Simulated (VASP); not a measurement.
Runs of VASP 6.6.1 on HfC. It takes space group Fm-3m (No. 225, cubic). Conventional cell: a = 4.650 Å, b = 4.650 Å, c = 4.650 Å, α = 90.00°, β = 90.00°, γ = 90.00°. Around Hf (site symmetry m-3m) lie 6 C at 2.33 Å. Around C (site symmetry m-3m) lie 6 Hf at 2.33 Å. 

| level | spin | k mesh | pressure (GPa) |
| --- | --- | --- | --- |
| r2SCAN | SOC, no magnetisation | 7 × 7 × 7 | -2.6 |
| rSCAN | off | 10 × 10 × 10 | -3.5 |
| revTPSS | off | 10 × 10 × 10 | -4.4 |
| SCAN | off | 10 × 10 × 10 | -5.9 |
| MS2 | off | 10 × 10 × 10 | -5.8 |
| SCAN | SOC, no magnetisation | 7 × 7 × 7 | -6.0 |
| r2SCAN | off | 10 × 10 × 10 | (a) |
| TPSS | off | 10 × 10 × 10 | (b) |

Alike in all rows: task band structure; potentials or basis VASP PAW PBE potentials, release 64 (Hf_pv, C); cell as given; cutoff (eV) 520; smearing fermi-dirac 0.05 eV.

Question: Fill in the values left out.

Answer: (a) -2.5; (b) -1.4.

Caveats: the PAW data sets were made with another functional, which shifts forces and pressure a little.

Runs at the PBE level aren't shown here.
